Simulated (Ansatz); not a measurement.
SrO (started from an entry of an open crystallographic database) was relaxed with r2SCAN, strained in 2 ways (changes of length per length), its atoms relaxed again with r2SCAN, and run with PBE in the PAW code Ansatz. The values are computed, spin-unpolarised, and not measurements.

Epitaxial +4.86 % in the xy plane, free normal strain -2.30 %. Input:
```yaml
crystal:
  lattice:
    - [0.0, 2.7052755026, 2.5205357413]
    - [2.7052755026, 0.0, 2.5205357413]
    - [2.7052755026, 2.7052755026, 0.0]
  atoms:
    - { symbol: Sr, position: [0.5, 0.5, 0.5] }
    - { symbol: O, position: [0.0, 0.0, 0.0] }
kpoints:
  mp_grid: { grid: [8, 8, 8] }
  band_path:
    path:
      - [0.0, 0.0, 0.0]
      - [0.5, 0.0, 0.5]
      - [0.625, 0.25, 0.625]
      - [0.375, 0.375, 0.75]
      - [0.5, 0.5, 0.5]
      - [0.5, 0.25, 0.75]
      - [-0.002604, 0.0, -0.002604]
      - [0.5, 0.5, 0.0]
    npoints: 1
hamiltonian:
  xc: pbe
scf:
  occupations: { method: fermi_dirac, width: 0.02 }
  n_extra_bands: 4
output:
  forces: true
  stress: true
  eigenvalues: true
```

Main results, then levels in eV from the Fermi energy at the points of the path (names of the unstrained zone, bands numbered from 0):
```
Crystal: 2 atoms, lattice volume = 36.893 Å³
Basis set: ecut = 420 eV, 717 PW (Γ)
Symmetry: 16 space group operations
Space group: I4/mmm (ITA 139)
k-points: 59 of 512
Free energy (F): -4114.570656 eV
Fermi energy:    8.745196 eV
--- Stress (GPa, compression-positive) ---
       -5.289852       0.000000       0.000000
        0.000000      -5.289852       0.000000
        0.000000       0.000000       1.538540
  P = ⅓ Tr σ = -3.0137 GPa (-30.137 kbar)
```
```tsv
point	band_5	band_6	band_7	band_8	band_9	band_10
Γ	-1.733	-1.733	-1.520	1.693	4.272	4.272
X	-2.311	-1.862	-1.613	1.784	5.497	7.815
U	-2.572	-2.329	-2.181	3.171	5.778	6.382
K	-2.562	-2.205	-1.929	2.800	5.826	6.596
L	-3.667	-2.669	-2.647	4.546	6.088	6.711
W	-2.617	-2.237	-1.886	3.879	4.119	6.583
(-0.003,0,-0.003)	-1.734	-1.733	-1.520	1.694	4.271	4.272
(1/2,1/2,0)	-1.926	-1.879	-1.879	1.513	5.650	8.013
```

PBE gives an indirect gap of 3.03 eV, from k = (-0.003, 0, -0.003) to k = (1/2, 1/2, 0); the least direct gap is 3.21 eV at Γ. With the atoms held, the mean pressure is -3.01 GPa (compression positive).

**Question.** Isotropic -5.75 % on every length gives these blocks instead:
```yaml
crystal:
  lattice:
    - [0.0, 2.4315488854, 2.4315488854]
    - [2.4315488854, 0.0, 2.4315488854]
    - [2.4315488854, 2.4315488854, 0.0]
  atoms:
    - { symbol: Sr, position: [0.5, 0.5, 0.5] }
    - { symbol: O, position: [0.0, 0.0, 0.0] }
kpoints:
  mp_grid: { grid: [8, 8, 8] }
  band_path:
    path:
      - [0.0, 0.0, 0.0]
      - [0.5, 0.0, 0.5]
      - [0.625, 0.25, 0.625]
      - [0.375, 0.375, 0.75]
      - [0.5, 0.5, 0.5]
      - [0.5, 0.25, 0.75]
      - [0.0, 0.497396, 0.497396]
      - [0.0, 0.5, 0.5]
    npoints: 1
output:
  forces: true
  stress: true
  eigenvalues: true
  write_density: true
  write_potential: true
  elf: true
  volumetric_format: npy
```
What comes out?

**Answer.**
```
Crystal: 2 atoms, lattice volume = 28.753 Å³
Basis set: ecut = 420 eV, 537 PW (Γ)
Symmetry: 48 space group operations
Space group: Fm-3m (ITA 225)
k-points: 29 of 512
Free energy (F): -4114.200187 eV
Fermi energy:    11.582753 eV
--- Stress (GPa, compression-positive) ---
       26.133151       0.000000       0.000000
        0.000000      26.133151       0.000000
        0.000000       0.000000      26.133151
  P = ⅓ Tr σ = 26.1332 GPa (261.332 kbar)
```
```tsv
point	band_5	band_6	band_7	band_8	band_9	band_10
Γ	-1.630	-1.630	-1.630	3.719	4.974	4.974
X	-1.628	-1.545	-1.545	1.530	7.606	9.750
U	-2.603	-2.253	-1.766	3.381	7.206	8.602
K	-2.603	-2.253	-1.766	3.381	7.206	8.602
L	-4.097	-3.106	-3.106	5.710	8.181	8.264
W	-3.003	-1.794	-1.794	4.860	4.860	8.386
(0,0.497,0.497)	-1.628	-1.545	-1.545	1.530	7.606	9.750
(0,1/2,1/2)	-1.628	-1.545	-1.545	1.530	7.606	9.750
```
PBE gives an indirect gap of 3.075 eV, from k = (0, 0.497, 0.497) to X; the least direct gap is 3.075 eV at k = (0, 0.497, 0.497). Least and direct gap differ so little that the kind isn't settled. At this geometry PBE finds +26.13 GPa, compression counted positive: its own equilibrium volume is larger.
